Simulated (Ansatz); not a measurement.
# SiC (Moissanite): optical spectrum from first principles, part 2 of 2

Aim: the dielectric function of SiC (Moissanite), and the optical constants that follow from it.

Ansatz 0.2.0; DFT, PBE, plane-wave PAW, default files, scalar-relativistic, independent-particle optical response without local fields.

So far. Step 2 (Ground state and bands): There is a gap, 2.32 eV on the path, so no carriers' term is needed. The cell is left with a pressure of 3.7 GPa and forces up to 0.75 eV/Å, as it stands unrelaxed at this level.

### Step 3. Spectrum (continued)

The Re ε by photon energy:

| photon energy (eV) | E ∥ x or y | E ∥ z |
| --- | --- | --- |
| 0 | 7.11 | 7.67 |
| 1 | 7.22 | 7.81 |
| 2 | 7.60 | 8.29 |
| 3 | 8.38 | 9.31 |
| 4 | 9.98 | 11.7 |
| 5 | 14.5 | 17.0 |
| 6 | 19.7 | 14.4 |
| 7 | 0.0772 | 1.59 |
| 8 | 0.318 | -4.18 |
| 9 | -3.72 | -5.10 |
| 10 | -4.68 | -4.16 |
| 11 | -3.66 | -3.34 |
| 12 | -3.11 | -2.87 |
| 13 | -2.60 | -2.52 |
| 14 | -2.09 | -2.06 |
| 15 | -1.67 | -1.60 |
| 16 | -1.30 | -1.16 |
| 17 | -0.984 | -0.896 |
| 18 | -0.729 | -0.691 |
| 19 | -0.521 | -0.441 |
| 20 | -0.304 | -0.268 |

Values under 1 per cm are given as 1. Absorption coefficient against photon energy:

```csv
photon energy (eV),E ∥ x or y (1/cm),E ∥ z (1/cm)
0.000,1,1
0.500,1,1
1.000,1,1
1.500,1,1
2.000,1,1
2.500,1,1
3.000,1,1
3.500,1,1
4.000,1,1
4.500,755,163
5.000,96175,5.0e5
5.500,2.8e5,7.4e5
6.000,9.6e5,1.2e6
6.500,1.8e6,1.9e6
7.000,2.2e6,1.6e6
7.500,1.8e6,2.4e6
8.000,2.1e6,2.3e6
8.500,2.4e6,2.2e6
9.000,2.4e6,2.5e6
9.500,2.6e6,2.4e6
10.000,2.5e6,2.3e6
10.500,2.5e6,2.3e6
11.000,2.4e6,2.3e6
11.500,2.3e6,2.3e6
12.000,2.3e6,2.2e6
12.500,2.3e6,2.3e6
13.000,2.3e6,2.2e6
13.500,2.2e6,2.2e6
14.000,2.2e6,2.1e6
14.500,2.1e6,2.1e6
15.000,2.1e6,2.0e6
15.500,2.0e6,1.9e6
16.000,1.9e6,1.8e6
16.500,1.9e6,1.7e6
17.000,1.8e6,1.7e6
17.500,1.7e6,1.6e6
18.000,1.6e6,1.6e6
18.500,1.5e6,1.5e6
19.000,1.5e6,1.4e6
19.500,1.3e6,1.2e6
20.000,1.2e6,1.2e6
```

The reflectivity at normal incidence has structure finer than the step of the table below, so its rows give means over 1 eV, whole bins alone (the curve runs from 0 to 20 eV). Peaks (eV: height): E ∥ x or y 7.0: 53.5, 16.8: 59.9; E ∥ z 6.6: 52.3, 7.6: 54.9, 15.1: 61.0.

Reflectivity at normal incidence against photon energy; means over each step:

```csv
photon energy (eV),E ∥ x or y (%),E ∥ z (%)
1,21.0,22.4
2,21.9,23.5
3,23.7,25.7
4,27.1,30.3
5,34.3,39.8
6,45.8,45.6
7,50.1,48.8
8,47.0,53.3
9,52.3,54.2
10,55.9,54.8
11,55.3,54.2
12,55.2,54.6
13,56.5,56.8
14,58.0,59.1
15,58.1,60.0
16,59.0,58.6
17,59.5,55.6
18,58.3,55.5
19,57.1,52.5
```

The refractive index n and extinction k by photon energy:

| photon energy (eV) | n, E ∥ x or y | k, E ∥ x or y | n, E ∥ z | k, E ∥ z |
| --- | --- | --- | --- | --- |
| 0 | 2.67 | 0 | 2.77 | 0 |
| 1 | 2.69 | 0 | 2.79 | 0 |
| 2 | 2.76 | 0 | 2.88 | 0 |
| 3 | 2.89 | 0 | 3.05 | 0 |
| 4 | 3.16 | 0 | 3.42 | 0 |
| 5 | 3.82 | 0.190 | 4.24 | 0.986 |
| 6 | 4.71 | 1.58 | 4.25 | 1.91 |
| 7 | 3.11 | 3.09 | 2.64 | 2.32 |
| 8 | 2.61 | 2.54 | 2.05 | 2.90 |
| 9 | 1.86 | 2.68 | 1.60 | 2.77 |
| 10 | 1.21 | 2.48 | 1.08 | 2.31 |
| 11 | 0.905 | 2.12 | 0.893 | 2.03 |
| 12 | 0.755 | 1.92 | 0.735 | 1.85 |
| 13 | 0.594 | 1.72 | 0.571 | 1.69 |
| 14 | 0.466 | 1.52 | 0.438 | 1.50 |
| 15 | 0.395 | 1.35 | 0.345 | 1.31 |
| 16 | 0.327 | 1.19 | 0.309 | 1.12 |
| 17 | 0.272 | 1.03 | 0.291 | 0.990 |
| 18 | 0.239 | 0.887 | 0.259 | 0.870 |
| 19 | 0.223 | 0.756 | 0.236 | 0.705 |
| 20 | 0.198 | 0.586 | 0.262 | 0.580 |

At chosen wavelengths:

```csv
wavelength (nm),n xy,k xy,R (%) xy,1/α xy,n z,k z,R (%) z,1/α z
1064,2.70,0.000,21.0,over 1 mm,2.80,0.000,22.5,over 1 mm
800,2.72,0.000,21.4,over 1 mm,2.83,0.000,22.9,over 1 mm
633,2.75,0.000,21.8,over 1 mm,2.87,0.000,23.4,over 1 mm
532,2.79,0.000,22.4,over 1 mm,2.92,0.000,24.0,over 1 mm
405,2.91,0.000,23.8,over 1 mm,3.07,0.000,25.8,over 1 mm
365,2.98,0.000,24.7,over 1 mm,3.16,0.000,27.0,over 1 mm
248,3.82,0.189,34.3,104 nm,4.25,0.985,40.4,20 nm
```

Rows near the edge hang on the gap, which this functional as a rule makes too small, and phonon-assisted absorption is left out.

A film 1 µm thick would pass 63 % of daylight and look colourless, dimmed by reflection in transmission (x = 0.315, y = 0.331).

At 1064 nm the birefringence n(z) − n(x) is +0.109: the crystal is uniaxial positive at this level.

The f-sum over the summed bands holds 13.5 of the cell's 16 electrons outside the frozen cores, 2 of which lie in bands more than 12 eV below the Fermi level, whose transitions come at higher energies. Up to 20 eV the strength has a mean oscillator energy of 8.3 eV, well above the main peak, so higher transitions carry much of it.

### Step 4. Summary of results

```json
{
 "gap on the path": "2.32 eV",
 "least direct gap on the path": "4.08 eV",
 "electronic dielectric constant ε∞, mean over x, y and z (by symmetry where fewer were run) (independent particles)": "7.29",
 "absorption onset, first axis (α over 10⁴ cm⁻¹, or the direct gap if that lies higher)": "4.68 eV",
 "main peak of Im epsilon, first axis": "6.50 eV"
}
```

In words: At this level (PBE, independent particles) SiC has a mean ε∞ = 7.29 and n = 2.68 at 1550 nm (E ∥ x); absorption sets in near 4.7 eV, and Im ε peaks at 6.5 eV (E ∥ x). The gap is indirect (2.32 eV), so absorption without phonons can begin only at the direct gap of 4.08 eV. The absorption coefficient passes 10⁴ cm⁻¹ only at 4.68 eV, 0.60 eV above the least direct gap: the lowest transitions are weak or forbidden for this polarisation, or few states take part. Distinct maxima of Im ε, read by a parabola through the highest points, lie at 6.50 eV (22) and 8.04 eV (13) for E ∥ x or y. The static values by axis are 7.11 (xy), 7.67 (z). The f-sum over the summed bands holds 13.5 of the cell's 16 electrons outside the frozen cores, 2 of which lie in bands more than 12 eV below the Fermi level, whose transitions come at higher energies. Up to 20 eV the strength has a mean oscillator energy of 8.3 eV, well above the main peak, so higher transitions carry much of it. A film 1 µm thick would pass 63 % of daylight and look colourless, dimmed by reflection in transmission (x = 0.315, y = 0.331). At 1064 nm the birefringence n(z) − n(x) is +0.109: the crystal is uniaxial positive at this level. Excitons and phonon-assisted transitions are missing, and so are local fields; PBE gaps are as a rule too small, which pulls the onset down and ε∞ up. In the base run ε includes the program's bounded estimate of what the bands above those summed add.

[Logs are printed without paths, hosts, clocks, repeated set-up lines and the standing remarks that a program may print on its own settings, such as how far it seeks lower states.]

[Hosts, paths, dates, database ids (printed as entryN), source tags and the programs' standing remarks are cut or masked in the printed files.]
